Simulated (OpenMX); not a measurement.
**CdO (Monteponite): equation of state with LDA**

Crystal: CdO (Monteponite).

```xyz
2
Lattice="0.0000 2.3495 2.3495 2.3495 0.0000 2.3495 2.3495 2.3495 0.0000" Properties=species:S:1:pos:R:3 pbc="T T T"
Cd    0.0000    0.0000    0.0000
O     2.3495    2.3495    2.3495
```

```yaml
Program: OpenMX 3.8.5
Task: equation of state
Functional: LDA
Potentials_or_basis: OpenMX 2013 LDA set, Cd7.0-s3p2d2, O6.0-s2p2d1, fixed grid of 36 × 36 × 36 points
k_mesh: 11 × 11 × 11
Occupations: fermi-dirac, width 0.05 eV
Spin: no spin polarisation
Mixing_scheme: rmm-diisk
SCF_threshold: 1e-08 Ha
Solver: band
Grid_points_held_for_all_volumes: 36 × 36 × 36
```

```yaml
Equilibrium_volume: 12.56 Å³/atom
Bulk_modulus: 160 GPa
Pressure_derivative_of_the_bulk_modulus: "5.0 (rough: it moves with the points fitted)"
```

Energy against volume, from the lowest point:
| volume (Å³/atom) | energy (meV/atom) |
| --- | --- |
| 12.191 | 5.25 |
| 12.451 | 0.00 |
| 12.710 | 0.21 |
| 12.970 | 5.46 |
| 13.229 | 15.33 |
| 13.488 | 28.93 |
| 13.748 | 45.96 |

Caveat: volumes in these bases differ from converged ones by about 1 %, for some elements by several; the basis of atomic orbitals isn't converged, which shifts pressures, moduli and gaps. LDA usually gives volumes a few per cent too small.
